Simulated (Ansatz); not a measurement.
Here is the system:

```
CELL_PARAMETERS angstrom
      3.66709     0.00000     0.00000
      1.83355     3.17580     0.00000
      0.00000     0.00000     5.53674
ATOMIC_POSITIONS crystal
  In 0.66667 0.66667 0.00947
  In 0.33333 0.33333 0.50947
  N  0.66667 0.66667 0.61573
  N  0.33333 0.33333 0.11573
```

No spin polarisation.

All numbers come from Kohn–Sham DFT with the PBEsol functional, run in Ansatz (a first-principles code) with PAW and 420 eV plane waves, no spin-orbit coupling. Γ-centred 11×11×6 mesh, Fermi–Dirac width 0.05 eV.

Problem. Predict the space group, pressure and band gap.

Solution. The space group comes out as P6_3mc (No. 186) and the pressure (mean of the normal stresses, compression positive) is -5.4 GPa. The band gap comes out as zero.

The cells carry an imposed strain or load. Whether these cells are dynamically stable was not tested. The final runs are not spin-polarised. The cell was made from InN in the wurtzite structure (space group P6_3mc, No. 186) by this change: biaxial strain +3.68 %, plane normal [001], relaxed out of plane. Gaps under 0.05 eV, about the width of the smearing, are given as zero. A zero or small gap of InN can be the functional's error rather than a property of the material.
